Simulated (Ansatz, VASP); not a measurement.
**One calculation of CaO, two programs**

Contents of INCAR:

```
SYSTEM = CaO
PREC = Accurate
ENCUT = 600
EDIFF = 1E-6
ISMEAR = -1
SIGMA = 0.05
LREAL = .FALSE.
LASPH = .TRUE.
NELM = 100
ALGO = Normal
ISIF = 3
LWAVE = .FALSE.
LCHARG = .FALSE.
GGA = PS
IVDW = 12
IBRION = 2
NSW = 40
EDIFFG = -0.02
```

The input KPOINTS:

```
regular mesh
0
G
  9 9 9
  0 0 0
```

File POSCAR:

```
CaO
1.0
   -1.5529600000      1.5529600000      5.8212800000
    1.5529600000     -1.5529600000      5.8212800000
    1.5529600000      1.5529600000     -5.8212800000
Ca O
2 2
Direct
    0.0423600000      0.0423600000      0.0000000000
    0.7923600000      0.2923600000      0.5000000000
    0.4576400000      0.4576400000      0.0000000000
    0.2076400000      0.7076400000      0.5000000000
```

File input.yaml:

```yaml
crystal:
  lattice:
    - [-1.55296, 1.55296, 5.82128]
    - [1.55296, -1.55296, 5.82128]
    - [1.55296, 1.55296, -5.82128]
  atoms:
    - { symbol: Ca, position: [0.04236, 0.04236, 0.0] }
    - { symbol: Ca, position: [0.79236, 0.29236, 0.5] }
    - { symbol: O, position: [0.45764, 0.45764, 0.0] }
    - { symbol: O, position: [0.20764, 0.70764, 0.5] }
hamiltonian:
  xc: pbesol
  pseudopotentials: { kind: paw }
  dispersion: d3bj
kpoints:
  mp_grid: { grid: [9, 9, 9] }
scf:
  occupations: { method: fermi_dirac, width: 0.05 }
output:
  forces: true
  stress: true
  eigenvalues: true
relax:
  f_tol: 0.01
  max_steps: 40
  cell: { stress_tol: 0.05 }
```

The cell was built by a generator and needn't be a form met in nature.

Alike in both runs: task relaxation of cell and atoms; functional PBEsol; dispersion D3(BJ); k mesh 9 × 9 × 9; occupations fermi-dirac, width 0.05 eV; no spin polarisation.

```csv
,VASP,Ansatz
version,VASP 6.6.1,Ansatz 0.2.0
potentials or method,"VASP PAW PBE potentials, release 64 (Ca_sv, O)",Ansatz PAW
plane-wave cutoff (eV),600,420
valence electrons in the cell,32,32
```

VASP gave:

* gap on the k mesh at the Fermi level, each at its own relaxed structure (eV): 3.54
* relaxed volume (Å³/atom): 13.10
* relaxed cell length with the largest relative difference (Å): 6.066
* energy change over the relaxation (meV/atom): -21

Estimate Ansatz's values.

gap on the k mesh at the Fermi level, each at its own relaxed structure (eV): 3.57; relaxed volume (Å³/atom): 13.03; relaxed cell length with the largest relative difference (Å): 6.061; energy change over the relaxation (meV/atom): -24.

Caveats: the PAW data sets were made with another functional, which shifts forces and pressure a little (VASP); an odd mesh through Γ misses points on the zone boundary, where band edges often lie (VASP); odd divisions of the mesh miss points on the zone boundary, where band edges often lie, so the gap on the mesh can be too wide (Ansatz); the plane-wave basis is chosen anew once the cell has moved, so the energies of steps on either side of that aren't comparable (Ansatz); the pressure holds a Pulay correction of +0.5 GPa for the finite cutoff (Ansatz); the PAW data sets come from PBE, with cores solved anew for the run's functional, which leaves a small shift of forces and pressure (Ansatz).
